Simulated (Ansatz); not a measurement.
CsPbI₃ (cubic perovskite, space group No. 221) at seven volumes, PBEsol in the plane-wave PAW code Ansatz, scaled uniformly. One row is withheld.

| V (Å³/atom) | P (GPa) |
|---|---|
| 44.185 | 2.04 |
| 45.642 | 1.24 |
| 47.098 | ? |
| 48.555 | 0.00 |
| 50.011 | -0.47 |
| 51.468 | -0.88 |
| 52.925 | -1.21 |

Fit the shown pressures and predict the withheld one.

P = (3/2)B₀(x^(7/2) − x^(5/2))[1 + (3/4)(B′ − 4)(x − 1)] with x = (V₀/V)^(2/3). Least squares on the six rows gives V₀ = 48.559 Å³/atom, B₀ = 17.3 GPa, B′ = 4.75. At V = 47.098, x = 1.0206 and P = 0.57 GPa. The run itself gave 0.57 GPa.

Space group Pm-3m (cubic perovskite). This is a known high-temperature phase of the composition, computed here at zero pressure and temperature. The cell was relaxed with PBEsol under the symmetry of its start; of distortions, only those at the zone centre were tested, and some modes there are weakly imaginary. Spin–orbit coupling is left out wherever it is not named.

Potentials: the later of the program's two PAW sets.
